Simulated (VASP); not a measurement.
# Lattice of SiNi across functionals and dispersion corrections, part 5 of 8

Wanted: equilibrium cells of SiNi at many levels, with their cost. The start is a computed cell from the Materials Project.

VASP 6.6.1, plane waves and PAW; the level of theory is named at each step.

Still holding for the runs below: A U on the itinerant d states of such a compound is hard to justify; it moves the bands at the Fermi level.

So far. Step 5 (Magnetic start: antiferromagnetic, q = (1/2, 1/2, 1/2)): The energy lies +7.2 meV an atom from the first pattern, and both runs end without moments, so a difference comes from cell, mesh or thresholds alone. The moments fall under 0.1 μB, and the mesh shows no gap.

## (6) Magnetic start: antiferromagnetic, q = (1/2, 1/2, 0)

Level of this step: LDA, DFT+U (Ni d 4 eV), spin-polarised from an antiferromagnetic start; plane waves and PAW (Si, Ni) (VASP).

Next, a pattern with opposite moments, which needs a doubled cell; q is given in the reciprocal vectors of the primitive cell.

Input file INCAR:

```
SYSTEM = SiNi
PREC = Accurate
ENCUT = 400
EDIFF = 1E-06
NELM = 100
ISMEAR = -1
SIGMA = 0.05
LREAL = .FALSE.
ALGO = Normal
GGA = CA
NBANDS = 40
ISPIN = 2
MAGMOM = 0 0 0 0 1 -1 1 -1
LDAU = .TRUE.
LDAUTYPE = 2
LDAUL = -1 2
LDAUU = 0 4
LDAUJ = 0 0
LDAUPRINT = 1
LASPH = .TRUE.
LMAXMIX = 4
LORBIT = 11
LWAVE = .FALSE.
LCHARG = .FALSE.
KPAR = 8
ISIF = 2
```

Input file POSCAR:

```
SiNi
1.0
    5.8855413200      0.0000000000      0.0000000000
    2.9427706600      3.2803255400      0.0000000000
    0.0000000000      0.0000000000      4.6774467600
Si Ni
4 4
Direct
    0.0000000000      0.0000000000      0.1568568400
    0.5000000000      0.0000000000      0.1568568400
    0.0000000000      0.5000000000      0.8431431600
    0.5000000000      0.5000000000      0.8431431600
    0.0000000000      0.0000000000      0.6575044100
    0.5000000000      0.0000000000      0.6575044100
    0.0000000000      0.5000000000      0.3424955900
    0.5000000000      0.5000000000      0.3424955900
```

Input file KPOINTS:

```
Automatic mesh
0
Gamma
7 7 5
0 0 0
```

PAW data sets: Si and Ni (PBE family, release 64).

Started as:

```
> mpirun -np 8 vasp_std
```

Log:

```text
[... set-up lines as in an earlier step ...]
 entering main loop
       N       E                     dE             d eps       ncg     rms          rms(c)
DAV:   1     0.331644109611E+03    0.33164E+03   -0.20169E+04 12000   0.138E+03
DAV:   2    -0.197592974206E+02   -0.35140E+03   -0.33401E+03 12048   0.315E+02
DAV:   3    -0.479977287255E+02   -0.28238E+02   -0.27427E+02 13896   0.111E+02
DAV:   4    -0.486868599773E+02   -0.68913E+00   -0.68733E+00 13968   0.165E+01
DAV:   5    -0.487063054726E+02   -0.19445E-01   -0.19442E-01 14704   0.257E+00    0.254E+01
DAV:   6    -0.530457481905E+02   -0.43394E+01   -0.67740E+01 13560   0.123E+02    0.242E+01
DAV:   7    -0.450572139326E+02    0.79885E+01   -0.25413E+01 14304   0.805E+01    0.494E+00
DAV:   8    -0.451677198692E+02   -0.11051E+00   -0.22614E+00 17256   0.107E+01    0.310E+00
DAV:   9    -0.451211567785E+02    0.46563E-01   -0.27861E-01 14256   0.613E+00    0.841E-01
DAV:  10    -0.451261630423E+02   -0.50063E-02   -0.39912E-02 14240   0.291E+00    0.549E-01
DAV:  11    -0.451268416294E+02   -0.67859E-03   -0.43807E-03 18072   0.725E-01    0.245E-01
DAV:  12    -0.451270624395E+02   -0.22081E-03   -0.11717E-03 13904   0.471E-01    0.981E-02
DAV:  13    -0.451271285973E+02   -0.66158E-04   -0.14399E-04 15736   0.997E-02    0.428E-02
DAV:  14    -0.451271200647E+02    0.85327E-05   -0.51048E-05 13832   0.933E-02    0.147E-02
DAV:  15    -0.451271202699E+02   -0.20522E-06   -0.33921E-06 11312   0.283E-02
   1 F= -.45127120E+02 E0= -.45117687E+02  d E =-.188663E-01  mag=    -0.0000
```

Elapsed: 63 s, on 8 MPI ranks of Intel Xeon Platinum 8259CL at 2.50GHz (Skylake/Cascade Lake), shared host; peak memory 3 GiB.

Parts of OUTCAR (step 6):

```text
   k-points           NKPTS =     75   k-points in BZ     NKDIM =     75   number of bands    NBANDS=     40

   ENCUT  =  400.0 eV  29.40 Ry    5.42 a.u.   9.60  7.19  7.63*2*pi/ulx,y,z

   NELECT =      56.0000    total number of electrons

atom =   5  type =  2  l = 2

 onsite density matrix

spin component  1

  0.8323  0.0000 -0.0000 -0.0000 -0.0000
  0.0000  0.8597  0.0000  0.0000 -0.0000
 -0.0000  0.0000  0.8732 -0.0000  0.0018
 -0.0000  0.0000 -0.0000  0.8779 -0.0000
 -0.0000 -0.0000  0.0018 -0.0000  0.9297

spin component  2

  0.8322  0.0000 -0.0000 -0.0000  0.0000
  0.0000  0.8596  0.0000 -0.0000 -0.0000
 -0.0000  0.0000  0.8732 -0.0000  0.0018
 -0.0000 -0.0000 -0.0000  0.8779 -0.0000
  0.0000 -0.0000  0.0018 -0.0000  0.9297

 occupancies and eigenvectors

  o =  0.8322  v =  0.0000  0.0000  0.0000  0.0000  0.0000  1.0000 -0.0000  0.0001  0.0000 -0.0000      0.0000  0.0000  0.0000  0.0000  0.0000  0.0000  0.0000  0.0000  0.0000  0.0000
  o =  0.8323  v =  1.0000 -0.0000  0.0000  0.0000  0.0000  0.0000  0.0000  0.0000  0.0000  0.0000      0.0000  0.0000  0.0000  0.0000  0.0000  0.0000  0.0000  0.0000  0.0000  0.0000
  o =  0.8596  v =  0.0000  0.0000  0.0000  0.0000  0.0000  0.0000 -1.0000 -0.0000 -0.0003  0.0000      0.0000  0.0000  0.0000  0.0000  0.0000  0.0000  0.0000  0.0000  0.0000  0.0000
  o =  0.8597  v =  0.0000  1.0000  0.0000 -0.0001 -0.0000  0.0000  0.0000  0.0000  0.0000  0.0000      0.0000  0.0000  0.0000  0.0000  0.0000  0.0000  0.0000  0.0000  0.0000  0.0000
  o =  0.8731  v =  0.0000  0.0000  0.0000  0.0000  0.0000 -0.0001 -0.0000  0.9995 -0.0000 -0.0311      0.0000  0.0000  0.0000  0.0000  0.0000  0.0000  0.0000  0.0000  0.0000  0.0000
  o =  0.8732  v = -0.0000 -0.0000  0.9995  0.0000 -0.0311  0.0000  0.0000  0.0000  0.0000  0.0000      0.0000  0.0000  0.0000  0.0000  0.0000  0.0000  0.0000  0.0000  0.0000  0.0000
  o =  0.8779  v =  0.0000  0.0000  0.0000  0.0000  0.0000  0.0000  0.0003 -0.0000 -1.0000 -0.0000      0.0000  0.0000  0.0000  0.0000  0.0000  0.0000  0.0000  0.0000  0.0000  0.0000
  o =  0.8779  v =  0.0000 -0.0001 -0.0000 -1.0000 -0.0000  0.0000  0.0000  0.0000  0.0000  0.0000      0.0000  0.0000  0.0000  0.0000  0.0000  0.0000  0.0000  0.0000  0.0000  0.0000
  o =  0.9297  v =  0.0000  0.0000  0.0000  0.0000  0.0000  0.0000  0.0000 -0.0311  0.0000 -0.9995      0.0000  0.0000  0.0000  0.0000  0.0000  0.0000  0.0000  0.0000  0.0000  0.0000
  o =  0.9298  v = -0.0000  0.0000  0.0311 -0.0000  0.9995  0.0000  0.0000  0.0000  0.0000  0.0000      0.0000  0.0000  0.0000  0.0000  0.0000  0.0000  0.0000  0.0000  0.0000  0.0000

atom =   6  type =  2  l = 2

 onsite density matrix

spin component  1

spin component  2

 occupancies and eigenvectors

  o =  0.8322  v =  1.0000 -0.0000  0.0001  0.0000 -0.0000  0.0000  0.0000  0.0000  0.0000  0.0000      0.0000  0.0000  0.0000  0.0000  0.0000  0.0000  0.0000  0.0000  0.0000  0.0000
  o =  0.8323  v =  0.0000  0.0000  0.0000  0.0000  0.0000  1.0000 -0.0000  0.0000  0.0000  0.0000      0.0000  0.0000  0.0000  0.0000  0.0000  0.0000  0.0000  0.0000  0.0000  0.0000
  o =  0.8596  v =  0.0000  1.0000  0.0000  0.0003  0.0000  0.0000  0.0000  0.0000  0.0000  0.0000      0.0000  0.0000  0.0000  0.0000  0.0000  0.0000  0.0000  0.0000  0.0000  0.0000
  o =  0.8597  v =  0.0000  0.0000  0.0000  0.0000  0.0000  0.0000  1.0000 -0.0000 -0.0001 -0.0000      0.0000  0.0000  0.0000  0.0000  0.0000  0.0000  0.0000  0.0000  0.0000  0.0000
  o =  0.8731  v = -0.0001 -0.0000  0.9995 -0.0000 -0.0311  0.0000  0.0000  0.0000  0.0000  0.0000      0.0000  0.0000  0.0000  0.0000  0.0000  0.0000  0.0000  0.0000  0.0000  0.0000
  o =  0.8732  v =  0.0000  0.0000  0.0000  0.0000  0.0000 -0.0000  0.0000  0.9995  0.0000 -0.0311      0.0000  0.0000  0.0000  0.0000  0.0000  0.0000  0.0000  0.0000  0.0000  0.0000
[...]
o =  0.8323  v =  0.0000  0.0000  0.0000  0.0000  0.0000  1.0000 -0.0000  0.0000 -0.0000  0.0000      0.0000  0.0000  0.0000  0.0000  0.0000  0.0000  0.0000  0.0000  0.0000  0.0000
  o =  0.8596  v = -0.0000 -1.0000 -0.0000 -0.0003 -0.0000  0.0000  0.0000  0.0000  0.0000  0.0000      0.0000  0.0000  0.0000  0.0000  0.0000  0.0000  0.0000  0.0000  0.0000  0.0000
  o =  0.8597  v =  0.0000  0.0000  0.0000  0.0000  0.0000 -0.0000 -1.0000  0.0000  0.0001  0.0000      0.0000  0.0000  0.0000  0.0000  0.0000  0.0000  0.0000  0.0000  0.0000  0.0000
  o =  0.8731  v = -0.0001 -0.0000  0.9995 -0.0000 -0.0311  0.0000  0.0000  0.0000  0.0000  0.0000      0.0000  0.0000  0.0000  0.0000  0.0000  0.0000  0.0000  0.0000  0.0000  0.0000
  o =  0.8732  v =  0.0000  0.0000  0.0000  0.0000  0.0000 -0.0000  0.0000  0.9995 -0.0000 -0.0311      0.0000  0.0000  0.0000  0.0000  0.0000  0.0000  0.0000  0.0000  0.0000  0.0000
  o =  0.8779  v = -0.0000  0.0003  0.0000 -1.0000  0.0000  0.0000  0.0000  0.0000  0.0000  0.0000      0.0000  0.0000  0.0000  0.0000  0.0000  0.0000  0.0000  0.0000  0.0000  0.0000
  o =  0.8779  v =  0.0000  0.0000  0.0000  0.0000  0.0000  0.0000  0.0001  0.0000  1.0000 -0.0000      0.0000  0.0000  0.0000  0.0000  0.0000  0.0000  0.0000  0.0000  0.0000  0.0000
  o =  0.9297  v =  0.0000  0.0000 -0.0311  0.0000 -0.9995  0.0000  0.0000  0.0000  0.0000  0.0000      0.0000  0.0000  0.0000  0.0000  0.0000  0.0000  0.0000  0.0000  0.0000  0.0000
  o =  0.9298  v =  0.0000  0.0000  0.0000  0.0000  0.0000 -0.0000  0.0000  0.0311 -0.0000  0.9995      0.0000  0.0000  0.0000  0.0000  0.0000  0.0000  0.0000  0.0000  0.0000  0.0000

 E-fermi :  10.9954

 spin component 1
 k-point     1 :       0.0000    0.0000    0.0000
  band No.  band energies     occupation
    ...
     24       8.7755      1.00000
     25       8.7847      1.00000
     26       9.1954      1.00000
     27       9.1954      1.00000
     28       9.9451      1.00000
     29      12.5663      0.00000
     30      12.7551      0.00000
     31      12.7551      0.00000
     32      13.1524      0.00000
     33      13.1524      0.00000
    ...

 k-point     2 :       0.1429    0.0000    0.0000
  band No.  band energies     occupation
    ...
     24       8.5660      1.00000
     25       8.7647      1.00000
     26       9.1184      1.00000
     27       9.5201      1.00000
     28       9.9100      1.00000
     29      11.8035      0.00000
     30      12.0084      0.00000
     31      12.2526      0.00000
     32      13.2576      0.00000
     33      13.8922      0.00000
    ...

  Total       -5.7241231     -6.3271578     -6.8463608      0.0005606      0.0000000      0.0000000
  in kB     -101.5564094   -112.2553479   -121.4669568      0.0099462      0.0000000      0.0000000
  external PRESSURE =    -111.7595714 kB  Pullay stress =       0.0000000 kB

 POSITION                                       TOTAL-FORCE (eV/Angst)
 -----------------------------------------------------------------------------------
      0.00000      0.00000      0.73369        -0.000000     -0.000000      0.472937
      2.94277      0.00000      0.73369        -0.000000     -0.000000      0.472937
      1.47139      1.64016      3.94376        -0.000000      0.000000     -0.472937
      4.41416      1.64016      3.94376         0.000000      0.000000     -0.472937
      0.00000      0.00000      3.07544        -0.000000     -0.000000     -0.003403
      2.94277      0.00000      3.07544        -0.000000     -0.000000     -0.003403
      1.47139      1.64016      1.60200         0.000000      0.000000      0.003403
      4.41416      1.64016      1.60200        -0.000000      0.000000      0.003403
 -----------------------------------------------------------------------------------
    total drift:                                0.000000      0.000000      0.000000

  FREE ENERGIE OF THE ION-ELECTRON SYSTEM (eV)
  ---------------------------------------------------
  free  energy   TOTEN  =       -45.1271202699 eV

  energy  without entropy=      -45.1082540061  energy(sigma->0) =      -45.11768714

 magnetization (x)
# of ion       s       p       d       tot
------------------------------------------
    1        0.000   0.000   0.000   0.000
    2       -0.000  -0.000   0.000  -0.000
    3        0.000   0.000   0.000   0.000
    4       -0.000  -0.000   0.000  -0.000
    5       -0.000  -0.000   0.000   0.000
    6        0.000   0.000  -0.000  -0.000
    7       -0.000  -0.000   0.000   0.000
    8        0.000   0.000  -0.000  -0.000
--------------------------------------------------
tot          0.000   0.000   0.000   0.000

[... 2 parts as in an earlier step ...]

[... 13 further parts left out ...]
```

At this level the cell is under a tension of 11.2 GPa, so at these settings it is away from equilibrium.

Numbers from this step:

| Item | Value |
| --- | --- |
| irreducible k-points | 75 |
| free energy (TOTEN) | -45.13 eV |
| energy at zero smearing | -45.12 eV |
| pressure | -11.18 GPa |

Force by atom:

```tsv
atom	x (eV/Å)	y (eV/Å)	z (eV/Å)	size
Si1	0.000	0.000	0.473	0.473
Si2	0.000	0.000	0.473	0.473
Si3	0.000	0.000	-0.473	0.473
Si4	0.000	0.000	-0.473	0.473
Ni5	0.000	0.000	-0.003	0.003
Ni6	0.000	0.000	-0.003	0.003
Ni7	0.000	0.000	0.003	0.003
Ni8	0.000	0.000	0.003	0.003
```

The energy lies +4.7 meV an atom from the first pattern, and both runs end without moments, so a difference comes from cell, mesh or thresholds alone. The moments fall under 0.1 μB, and the mesh shows no gap.

## (7) The orders side by side

This step: collinear orders at LDA, DFT+U (Ni d 4 eV); plane waves and PAW (VASP 6.6.1).

No new run; the numbers come from the runs before.

Patterns, by row:

```tsv
start	atoms	energy less that of the first (meV/atom)	largest site moment (μB)	end state
ferromagnetic	4	0	0	non-magnetic
antiferromagnetic within the cell	4	0	0	non-magnetic
antiferromagnetic, q = (0, 0, 1/2)	8	1.9	0	non-magnetic
antiferromagnetic, q = (1/2, 1/2, 1/2)	8	7.2	0	non-magnetic
antiferromagnetic, q = (1/2, 1/2, 0)	8	4.7	0	non-magnetic
```

All patterns lost their moments. Runs that ended non-magnetic differ by up to 7.2 meV an atom among themselves, which can come from the unlike meshes of the cells or from a run that isn't fully settled. The session goes on with moments started at or near zero.

(Continued in part 6 of 8.)

[Lines on the potential files, build, host, timing and source positions are cut from VASP's logs without a mark.]

[Logs are printed without paths, hosts, clocks, repeated set-up lines and the standing remarks that a program may print on its own settings, such as how far it seeks lower states.]

[Hosts, paths, dates, database ids (printed as entryN), source tags and the programs' standing remarks are cut or masked in the printed files.]

[A measured line is paired with the nearest computed mode of its activity, which favours agreement.]

[In band tables of VASP the shares of atoms and orbitals are scaled to a sum of 1 inside the atoms' spheres.]
